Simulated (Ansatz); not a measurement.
**An added O started as a split pair with an O atom in anatase TiO2, 109 atoms, charge 0**

All numbers come from Ansatz (PAW, plane waves, no spin–orbit coupling) at the single k point (¼, ¼, ¼) without its symmetry partners. The atoms were relaxed with PBEsol in a fixed cell; other functionals are single points on those atoms unless said otherwise. The valence top and gap of the host come from its small cell on a dense mesh, with the band extrema sought between the mesh points, lined up by the mean potential, PBEsol gap 2.10 eV, HSE06 gap 3.65 eV, r²SCAN gap 2.54 eV.

Cell: a = 11.311 Å, b = 11.311 Å, c = 9.548 Å, α = 90.00°, β = 90.00°, γ = 90.00°.

Nearest atoms after relaxation, from the placed atom (for vacancies from the middle of the vacant sites): O at 1.44 Å, Ti at 2.11 Å, Ti at 2.12 Å, Ti at 2.12 Å, O at 2.54 Å, O at 2.54 Å, O at 2.55 Å, O at 2.55 Å.

Chemical potentials μ are those of reference phases of the elements at zero temperature by the same functional (the usual solids, diamond for C, grey Sn, and the molecules H2, N2, O2, F2, Cl2, Br2 and S8).

| functional | E(defect) − E(host) − Σ nμ + q·E_VBM (eV) | monopole (eV) | alignment (eV) | formation energy at E_F = VBM (eV) | moment (μB) | wall time, shared host |
| --- | --- | --- | --- | --- | --- | --- |
| PBEsol | 1.13 | 0.00 | 0.00 | 1.13 | 0 (no spin) | 8.9 s on NVIDIA GB200 (relaxation) |

Q: Estimate the formation energy and moment that HSE06 gives on these atoms.

A: 1.71 eV at E_F = VBM, moment 0 (no spin). r²SCAN gives 1.42 eV.

HSE06 one-electron levels near the gap (the ten most localised at most), from the host's valence top:

```csv
level (eV),spin,filling,atoms sharing it,element of the atom with most weight
-0.29,both,2.00,48.1,spread
-0.28,both,2.00,45.0,spread
-0.27,both,2.00,51.3,spread
-0.21,both,2.00,46.1,spread
-0.14,both,2.00,51.7,spread
-0.09,both,2.00,33.7,spread
-0.07,both,2.00,39.9,spread
```

r²SCAN one-electron levels near the gap (the ten most localised at most), from the host's valence top:

```csv
level (eV),spin,filling,atoms sharing it,element of the atom with most weight
-0.30,both,2.00,56.6,spread
-0.29,both,2.00,49.3,spread
-0.28,both,2.00,48.2,spread
-0.27,both,2.00,50.3,spread
-0.26,both,2.00,48.5,spread
-0.19,both,2.00,47.0,spread
-0.14,both,2.00,52.4,spread
-0.08,both,2.00,34.6,spread
-0.06,both,2.00,33.1,spread
```

All elements are taken at their own reference at once; growth conditions in equilibrium with the host shift these energies, by up to the host's formation enthalpy.

One k point and a cell of this size can leave errors of several tenths of an eV in such numbers.
